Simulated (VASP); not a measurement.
TiO₂ (fluorite): one PBE single-point calculation in two programs

```
Ti O
1.0
     0.00000    2.39683    2.39683
     2.39683    0.00000    2.39683
     2.39683    2.39683    0.00000
Ti O
1 2
Direct
  0.00000 0.00000 0.00000
  0.25000 0.25000 0.25000
  0.75000 0.75000 0.75000
```

Datasets and cutoffs are each program's own. VASP's cell holds 24 valence electrons and Ansatz's 24. Ansatz's stress includes a Pulay correction; VASP's doesn't. Ansatz solved a whole band path, VASP its corner points and band edges.

Cutoffs: 520 eV in VASP, 420 eV in Ansatz. k meshes: 10×10×10 and 10×10×10.

|  | VASP | Ansatz |
| --- | --- | --- |
| gap between bands v and c | 1.13 eV | 1.14 eV |
| least direct gap | 1.84 eV | 1.85 eV |
| pressure | 6.8 GPa | 5.9 GPa |

Band v is the last that the valence electrons fill when counted band by band, and c is the next. Levels in eV from the top of v, Ansatz:

```
point    v−1      v     c   c+1
    Γ  -0.87  -0.87  1.14  1.14
    X  -2.11   0.00  1.85  1.86
    W  -1.98  -0.24  1.88  2.23
    K  -1.92  -0.45  1.89  1.99
    L  -2.54  -2.54  1.49  1.49
```

VASP:

```tsv
point	v−1	v	c	c+1
Γ	-0.87	-0.87	1.13	1.13
X	-2.10	0.00	1.84	1.84
W	-1.98	-0.24	1.87	2.21
K	-1.92	-0.45	1.87	1.97
L	-2.54	-2.54	1.48	1.48
```
